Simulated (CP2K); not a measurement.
# AlN in CP2K: the effect of functional

Crystal: AlN.

```
Al N
1.0
     3.11300    0.00000    0.00000
    -1.55650    2.69594    0.00000
     0.00000    0.00000    4.98100
Al N
2 2
Cartesian
  1.5565 0.8986 2.4905
  0.0000 1.7973 0.0000
  1.5565 0.8986 4.3833
  0.0000 1.7973 1.8928
```

Alike in all runs:

- Program: CP2K 2026.2
- Task: band structure
- Potentials or basis: POTENTIAL_UZH Al GTH-PBE-q3, N GTH-PBE-q5; TZVP-MOLOPT-PBE-GTH basis
- Density cutoff: 9184 eV
- k mesh: 10 × 10 × 6
- Occupations: fermi-dirac, width 0.05 eV
- Spin: no spin polarisation

One run gave: gap on the mesh 4.29 eV; pressure 2.9 GPa; largest force 0.13 eV/Å. Which functional did it use?
A. TASK
B. PBEsol
C. revPBE
D. LDA
E. PBE

C.

| functional | gap on the mesh (eV) | pressure (GPa) | largest force (eV/Å) |
| --- | --- | --- | --- |
| PBE | 4.24 | 2.7 | 0.14 |
| LDA | 4.13 | 2.5 | 0.15 |
| PBEsol | 4.12 | 2.4 | 0.15 |
| revPBE | 4.29 | 2.9 | 0.13 |
| AM05 | 4.14 | 2.5 | 0.15 |
| vdW-DF2 | 4.63 | 4.6 | 0.10 |
| TASK | 5.37 | -0.2 | 0.12 |

Caveats: the basis of atomic orbitals isn't converged, which shifts pressures, moduli and gaps; the potentials were made for another functional, which shifts forces and pressure (some runs).

